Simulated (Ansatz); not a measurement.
Debugging an all-electron equation of state of BN, space group Fmm2 (the Python package of Ansatz (0.2.0)).

`bn.py`:
```python
"""E(V) of BN on LAPW."""

import ansatz
from ase.eos import EquationOfState
from ase.units import GPa
import numpy as np

FUNCTIONAL = "LDA"
FILLING = "Fixed"
K_SPACING = 0.4

VECTORS = np.array([
    [0.0, 3.495316, 2.166091],
    [1.251632, 0.0, 2.166091],
    [1.251632, 3.495316, 0.0],
])
SITES = [
    ("B", (4.9e-05, 4.9e-05, 0.999951)),
    ("N", (2 / 3, 2 / 3, 1 / 3)),
]


def on_lattice(cell):
    crystal = ansatz.Crystal(lattice=ansatz.Lattice.of(cell))
    for symbol, position in SITES:
        crystal = crystal.atom(symbol, position)
    return crystal


def main() -> None:
    volumes, energies = [], []
    for scale in np.linspace(0.94, 1.06, 5):
        cell = VECTORS * scale ** (1 / 3)
        setup = on_lattice(cell).calculation()
        setup = setup.functional(FUNCTIONAL)
        setup = setup.occupations(FILLING)
        setup = setup.kpoints(spacing=K_SPACING, center="monkhorst-pack")
        setup = setup.pseudopotentials("all_electron", lapw=True)
        summary = setup.run(threads=1, pin="off").report
        volumes.append(abs(np.linalg.det(cell)) / len(SITES))
        energies.append(summary["free_energy_ev"] / len(SITES))
        print(f"{scale:.3f} {volumes[-1]:9.4f} A^3/atom {energies[-1]:16.5f} eV/atom  (estimated basis error {1000 * summary['lapw_basis_errors']['total_ev_per_atom']:.2f} meV/atom)")
    v0, e0, bulk = EquationOfState(volumes, energies, eos="birchmurnaghan").fit()
    print(f"V0 = {v0:.4f} A^3/atom, B0 = {bulk / GPa:.1f} GPa")


if __name__ == "__main__":
    main()
```

```console
$ python bn.py
Traceback (most recent call last):
  File "bn.py", line 48, in <module>
    main()
    ~~~~^^
  File "bn.py", line 39, in main
    summary = setup.run(threads=1, pin="off").report
              ~~~~~~~~~^^^^^^^^^^^^^^^^^^^^^^
  ...
ansatz.errors.InputError: .kpoints: center="monkhorst-pack" beside spacing= or density=, whose divisions the engine derives: the centring is half a step where a division is even and none where it is odd, and no deck key says so. Give the divisions (mesh= or length=), or center="gamma", with shift=0.5 for a mesh half a step off Γ  [kpoints.mp_grid.shift]
$ echo $?
1
```
(Library frames cut from the traceback.)

Why does it end like this?

The fault: a Monkhorst-Pack centre can't go with a spacing. The change:

```diff
--- before
+++ after
@@ -9,3 +9,3 @@
 FILLING = "Fixed"
-K_SPACING = 0.4
+MESH = (10, 10, 10)
 
@@ -36,3 +36,3 @@
         setup = setup.occupations(FILLING)
-        setup = setup.kpoints(spacing=K_SPACING, center="monkhorst-pack")
+        setup = setup.kpoints(*MESH)
         setup = setup.pseudopotentials("all_electron", lapw=True)
```

The mended script runs so:

```console
$ python bn.py
0.940    8.9077 A^3/atom      -1076.39818 eV/atom  (estimated basis error 0.16 meV/atom)
0.970    9.1920 A^3/atom      -1076.41095 eV/atom  (estimated basis error 0.16 meV/atom)
1.000    9.4763 A^3/atom      -1076.40994 eV/atom  (estimated basis error 0.15 meV/atom)
1.030    9.7606 A^3/atom      -1076.39696 eV/atom  (estimated basis error 0.15 meV/atom)
1.060   10.0449 A^3/atom      -1076.37354 eV/atom  (estimated basis error 0.15 meV/atom)
V0 = 9.3104 A^3/atom, B0 = 239.4 GPa
```

Caveats:
- All-electron totals depend on functional, relativistic treatment and basis; only differences at equal settings carry meaning.
- Shape and fractional positions are held along the curve, so the bulk modulus is an upper value where they are free to relax.
- This cell is a computed structure, which may not be the phase found in nature.
- Run time: 2.5 min on 1 thread of Arm Neoverse V2, with other jobs on the host, peak memory 0.56 GiB.
